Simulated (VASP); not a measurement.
Write the native input for VASP 6.6.1 that does the following.

| Item | Value |
| --- | --- |
| Task | relaxation of cell and atoms |
| Functional | PBE |
| Potentials or basis | VASP PAW PBE potentials, release 64 (Ga_d, N) |
| Cutoff | 520 eV |
| k mesh | 12 × 12 × 6 |
| Occupations | gaussian, width 0.02 eV |
| Spin | no spin polarisation |
| Further INCAR settings | ALGO = Normal; EDIFF = 1e-07; AMIX = 0.2; IBRION = 2; EDIFFG = -0.002; NSW = 80; ISIF = 3 |

The structure of GaN lies in POSCAR:

```
GaN                                     
1.0
    3.2187183023      0.0000000000     -0.0000000000
   -1.6093591511      2.7874918132      0.0000000000
   -0.0000000000     -0.0000000000      5.2442803370
  Ga              N             
     2     2
Direct
     0.3333333300000021    0.6666666699999979    0.9991428011250559
     0.6666666699999979    0.3333333300000021    0.4991428011250560
     0.3333333300000021    0.6666666699999979    0.3758571988749440
     0.6666666699999979    0.3333333300000021    0.8758571988749441
```

The input as run:

INCAR

```
SYSTEM = GaN
ALGO = Normal
AMIX = 0.2
EDIFF = 1E-7
EDIFFG = -0.002
ENCUT = 520
GGA = PE
IBRION = 2
ISIF = 3
ISMEAR = 0
LASPH = .True.
LCHARG = .False.
LREAL = .False.
LWAVE = .False.
NELM = 80
NSW = 80
PREC = Accurate
SIGMA = 0.02
```

KPOINTS

```
k-points
0
Gamma
  12 12 6
  0 0 0
```

Potentials or basis: VASP PAW PBE potentials, release 64 (Ga_d, N).

The run is started by

```sh
$ cat potpaw_PBE.64/Ga_d/POTCAR potpaw_PBE.64/N/POTCAR > POTCAR
$ mpirun -np 1 vasp_std > vasp.out
```

It gave:

```yaml
Relaxed_volume: 11.77 Å³/atom
Relaxed_cell: a = 3.219 Å, b = 3.219 Å, c = 5.245 Å, α = 90.00°, β = 90.00°, γ = 120.00°
Space_group_after_relaxing_to_0.05_Å: P6_3mc (No. 186)
Energy_gained_by_relaxing: 0.0 meV/atom
Ionic_steps: 3
Pressure_after_relaxing: 0.0 GPa
Band_gap_on_the_k_mesh: 1.71 eV, direct
```

Wall time 58 s on 1 thread of Intel(R) Xeon(R) 6975P-C (Granite Rapids) (shared host), peak memory 0.21 GiB.
